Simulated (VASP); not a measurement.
Set up this calculation in VASP 6.6.1, as the native input.

* Task: single point
* Functional: PBEsol
* Potentials or basis: VASP PAW PBE potentials, release 64 (Sb)
* Cutoff: 520 eV
* k mesh: 9 × 6 × 6
* Occupations: fermi-dirac, width 0.05 eV
* Spin: no spin polarisation
* Ladder: free
* Further INCAR settings: ALGO = Normal; EDIFF = 1e-07; NBANDS = 12

The structure of Sb lies in POSCAR:

```
Sb
1.0
    3.1224020000      0.0000000000      0.0000000000
    0.0000000000      4.3475180000      0.0000000000
   -0.0389150000      0.0000000000      4.4058520000
Sb
2
Direct
    0.0113890000      0.2500000000      0.2411660000
    0.9886110000      0.7500000000      0.7588340000
```

This isn't the form of Sb at room conditions, which is rhombohedral.

These files were run (other wordings do the same):

INCAR

```
SYSTEM = Sb
ALGO     = Normal         ! electronic algorithm
EDIFF    = 1E-7           ! SCF threshold, eV
ENCUT    = 520            ! plane-wave cutoff, eV
GGA      = PS             ! functional
ISIF     = 2              ! what is computed and relaxed
ISMEAR   = -1             ! smearing method
LASPH    = .True.         ! aspherical terms in the spheres
LCHARG   = .True.         ! write CHGCAR
LELF     = .True.         ! ELF
LREAL    = .False.        ! projectors in reciprocal space
LVHAR    = .True.       
LWAVE    = .False.        ! write WAVECAR
NBANDS   = 12             ! bands
NELM     = 60             ! most SCF steps
PREC     = Accurate       ! precision mode
SIGMA    = 0.05           ! smearing width, eV
```

KPOINTS

```
k-points
0
Gamma
  9 6 6
  0 0 0
```

Potentials or basis: VASP PAW PBE potentials, release 64 (Sb).

Launch:

```sh
$ cat potpaw_PBE.64/Sb/POTCAR > POTCAR
$ mpirun -np 1 vasp_std > vasp.out
```

Results of the run:

```yaml
Pressure: -2.1 GPa
Largest_force: 0.054 eV/Å
Band_gap_on_the_k_mesh: none (metal or under the smearing width)
```

Caveat: the PAW data sets were made with another functional, which shifts forces and pressure a little.

Run time: 18 s on 1 thread of Intel(R) Xeon(R) 6975P-C (Granite Rapids), on a shared host, peak memory 0.21 GiB.
